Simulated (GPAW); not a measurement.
Runs of GPAW 26.7.0 on W. The structure is cubic, space group Fm-3m (No. 225). The conventional cell has a = 4.060 Å, b = 4.060 Å, c = 4.060 Å, α = 90.00°, β = 90.00°, γ = 90.00°. W (site symmetry m-3m) is surrounded by 12 W at 2.87 Å. This isn't the form of W at room conditions, which is bcc.

```tsv
level	potentials or basis	eigensolver	gap on the mesh (eV)	pressure (GPa)	relaxed volume (Å³/atom)
PBE	GPAW PAW data sets (gpaw-data 1.2.1), pw	-	none	0.0	16.43
BLYP	PAW data sets generated in the run's folder for this functional, pw	davidson	none	0.0	(a)
RPBE	the program's PAW data sets (release 1.2.1) made for this functional, pw	-	none	0.0	16.65
r2SCAN	GPAW PAW data sets (gpaw-data 1.2.1), pw	-	none	-0.1	16.25
LDA	the program's PAW data sets (release 1.2.1) made for this functional, pw	-	none	0.0	15.67
revPBE	the program's PAW data sets (release 1.2.1) made for this functional, pw	-	none	0.0	16.59
PBEsol	PAW data sets generated in the run's folder for this functional, pw	-	none	0.0	(b)
```

Alike in all rows: task relaxation of cell and atoms; no spin polarisation; cell relaxed; k mesh 11 × 11 × 11; cutoff (eV) 600; smearing fermi-dirac 0.05 eV.

Fill in the values left out.

(a) 16.96; (b) 15.98.

Caveats: later steps reuse the first step's grids; the PAW data sets were made with another functional, which shifts forces and pressure a little (some runs).

A k mesh can miss the band edges, and the runs leave out spin-orbit coupling on W.

A gap of «none» marks a metal or a gap under the smearing width.
